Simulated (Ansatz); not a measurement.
Runs of Ansatz 0.2.0 on SnO2. Symmetry: Fm-3m, No. 225, cubic system. The conventional cell has a = 5.148 Å, b = 5.148 Å, c = 5.148 Å, α = 90.00°, β = 90.00°, γ = 90.00°. Sn (site symmetry m-3m) has 8 O at 2.23 Å as nearest neighbours. O (site symmetry -43m) is surrounded by 4 Sn at 2.23 Å. Measurements of this composition are mostly on another form, of space group No. 136.

```tsv
task	level	spin	cell	k mesh	cutoff (eV)	smearing	points for each segment of the path	atoms under strain	gap on the mesh (eV)	pressure (GPa)	relaxed volume (Å³/atom)
phonons	LDA	off	as given	7 × 7 × 7	420	fermi-dirac 0.05 eV	-	-	none	-	-
single point	PBE	off	as given	9 × 9 × 9	420	gaussian 0.011 eV	-	-	none	-0.5	-
band structure	PBEsol	SOC, no magnetisation	as given	7 × 7 × 7	420	fermi-dirac 0.05 eV	14	-	none	(a)	-
band structure	RPBE	off	as given	9 × 9 × 9	420	fermi-dirac 0.05 eV	14	-	none	(c)	-
band structure	r2SCAN	off	as given	9 × 9 × 9	500	fermi-dirac 0.05 eV	14	-	0.43	(b)	-
single point	PBE	off	as given	9 × 9 × 9	420	gaussian 0.012 eV	-	-	none	-0.5	-
relaxation of cell and atoms	BLYP+D4	off	relaxed	9 × 9 × 9	420	fermi-dirac 0.05 eV	-	-	none	0.0	11.28
elastic constants	LDA	off	as given	7 × 7 × 7	420	fermi-dirac 0.05 eV	-	relaxed	none	-12.1	-
relaxation of cell and atoms	RPBE	off	relaxed	9 × 9 × 9	420	fermi-dirac 0.05 eV	-	-	none	0.0	11.60
relaxation of cell and atoms	LDA	off	relaxed	9 × 9 × 9	420	fermi-dirac 0.05 eV	-	-	0.43	0.0	10.67
relaxation of cell and atoms	PBEsol+D3(BJ)	off	relaxed	9 × 9 × 9	420	fermi-dirac 0.05 eV	-	-	0.34	0.0	10.79
band structure	PBE	off	as given	9 × 9 × 9	420	fermi-dirac 0.05 eV	14	-	none	-0.5	-
```

Alike in all rows: potentials or basis Ansatz PAW.

Problem. Fill in the values left out.

Solution. (a) -7.0; (b) -9.7; (c) 3.7.

Caveats: the PAW data sets come from PBE, with cores solved anew for the run's functional, which leaves a small shift of forces and pressure (some runs); spin-orbit coupling is left out, which moves the levels of the heavy elements (some runs); the plane-wave basis is chosen anew once the cell has moved, so the energies of steps on either side of that aren't comparable (some runs); odd divisions of the mesh miss points on the zone boundary, where band edges often lie, so the gap on the mesh can be too wide (some runs); the k mesh misses the band edges, so the gap on the mesh is wider than the one along the path (some runs); pairwise dispersion overbinds metals, which lowers pressure and volume (some runs); the cell is more than 3 GPa from zero pressure, which shifts response properties (some runs).

A k mesh can miss the band edges, and rows without SOC leave out spin-orbit coupling on Sn.

A gap of «none» marks a metal or a gap under the smearing width.
